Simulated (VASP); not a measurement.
Set up this calculation in VASP 6.6.1, as the native input.

```yaml
Task: relaxation of shape and atoms at fixed volume
Functional: LDA
Potentials_or_basis: VASP PAW LDA potentials, release 64 (Ga_d, N)
Cutoff: 600 eV
k_mesh: 12 × 12 × 5
Occupations: gaussian, width 0.03 eV
Spin: no spin polarisation
Further_INCAR_settings: ALGO = Normal; EDIFF = 1e-07; IBRION = 2; EDIFFG = -0.01; NSW = 40; ISIF = 4
```

The structure of GaN lies in POSCAR:

```
GaN                                     
1.0
    3.1983231994      0.0000000000      0.0000000000
   -1.5991615997      2.7698291402      0.0000000000
    0.0000000000      0.0000000000      5.2156682488
  Ga              N             
     2     2
Direct
     0.3333333332999970    0.6666666667000030    0.9993293524732441
     0.6666666667000030    0.3333333332999970    0.4993293524732440
     0.3333333332999970    0.6666666667000030    0.3756706475267560
     0.6666666667000030    0.3333333332999970    0.8756706475267559
```

The cell isn't the ideal one: a relaxed cell with its volume scaled by 1.04.

One way to write it, as run:

INCAR

```
SYSTEM = GaN
PREC = Accurate
ENCUT = 600
EDIFF = 1E-7
ISMEAR = 0
SIGMA = 0.03
LREAL = .FALSE.
LASPH = .TRUE.
NELM = 80
ALGO = Normal
ISIF = 4
LWAVE = .FALSE.
LCHARG = .FALSE.
IBRION = 2
NSW = 40
EDIFFG = -0.01
```

KPOINTS

```
Automatic mesh
0
G
  12 12 5
  0 0 0
```

Potentials or basis: VASP PAW LDA potentials, release 64 (Ga_d, N).

The run is started by

```console
$ cat potpaw_LDA.64/Ga_d/POTCAR potpaw_LDA.64/N/POTCAR > POTCAR
$ mpirun -np 1 vasp_std > vasp.out
```

Results of the run:

- Pressure after relaxing: -7.3 GPa
- Largest force after relaxing: 0.009 eV/Å
- Band gap on the k mesh: 1.85 eV, direct

Caveat: the relaxation stopped at its first step, so nothing moved.

It took 43 s on 1 thread of Intel(R) Xeon(R) 6975P-C (Granite Rapids), with other jobs on the host, peak memory 0.19 GiB.
